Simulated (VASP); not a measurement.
Crystal: Nb.

```xyz
1
Lattice="2.7196 0.0000 0.0000 0.0000 2.7196 0.0000 0.0000 0.0000 2.7196" Properties=species:S:1:pos:R:3 pbc="T T T"
Nb    1.3598    1.3598    1.3598
```

The cell was built by a generator and needn't be a form met in nature.

```yaml
Program: VASP 6.6.1
Task: relaxation of cell and atoms
Functional: RPBE
Potentials_or_basis: VASP PAW PBE potentials, release 64 (Nb_sv)
Cutoff: 600 eV
k_mesh: 10 × 10 × 10
Occupations: methfessel-paxton, width 0.1 eV
Spin: no spin polarisation
```

At the start: pressure 2.8 GPa; volume 20.12 Å³/atom.

Question: Where does the relaxation end?

Answer: Over 3 steps the energy falls by 4.1 meV/atom and the volume is 20.60 Å³/atom (+2.4 %); space group Pm-3m (No. 221, to 0.05 Å).

The path:
```tsv
step	energy change (eV)	largest force (eV/Å)	pressure (GPa)	volume (Å³)
1	0.0000	0.0000	2.83	20.12
2	0.0014	0.0000	-3.05	21.17
3	-0.0041	0.0000	0.00	20.60
```

Final structure:
```
Nb
1.0
     2.74117    0.00000    0.00000
     0.00000    2.74117    0.00000
     0.00000    0.00000    2.74117
Nb
1
Direct
  0.50000 0.50000 0.50000
```

Caveat: the PAW data sets were made with another functional, which shifts forces and pressure a little.
